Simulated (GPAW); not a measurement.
Runs of GPAW 26.7.0 on TiTe. The structure is cubic, space group Fm-3m (No. 225). The conventional cell has a = 6.100 Å, b = 6.100 Å, c = 6.100 Å, α = 90.00°, β = 90.00°, γ = 90.00°. Ti (site symmetry m-3m) is surrounded by 6 Te at 3.05 Å. Te (site symmetry m-3m) is surrounded by 6 Ti at 3.05 Å. The cell comes from a database or a generator and needn't be the stable form of this composition.

```tsv
level	U	gap on the mesh (eV)	pressure (GPa)
r2SCAN	-	none	-11.7
r2SCAN+U	Ti d U = 5 eV	none	-9.9
r2SCAN+U	Ti d U = 4 eV	none	-10.2
r2SCAN+U	Ti d U = 8 eV	none	-9.1
r2SCAN+U	Ti d U = 2 eV	none	(b)
r2SCAN+U	Ti d U = 3 eV	none	-10.5
r2SCAN+U	Ti d U = 6 eV	none	(a)
```

Alike in all rows: task single point; potentials or basis GPAW PAW data sets (gpaw-data 1.2.1), pw; no spin polarisation; cell as given; k mesh 8 × 8 × 8; cutoff (eV) 600; smearing fermi-dirac 0.05 eV.

Fill in the values left out.

(a) -9.6; (b) -10.9.

Caveats: the PAW data sets were made with another functional, which shifts forces and pressure a little; U without spin polarisation on a metal has little footing (some runs); the U is typed as a test and isn't derived for this compound (some runs).

A k mesh can miss the band edges, and the runs leave out spin-orbit coupling on Te.

A gap of «none» marks a metal or a gap under the smearing width.

Runs at the PBE level aren't shown here.
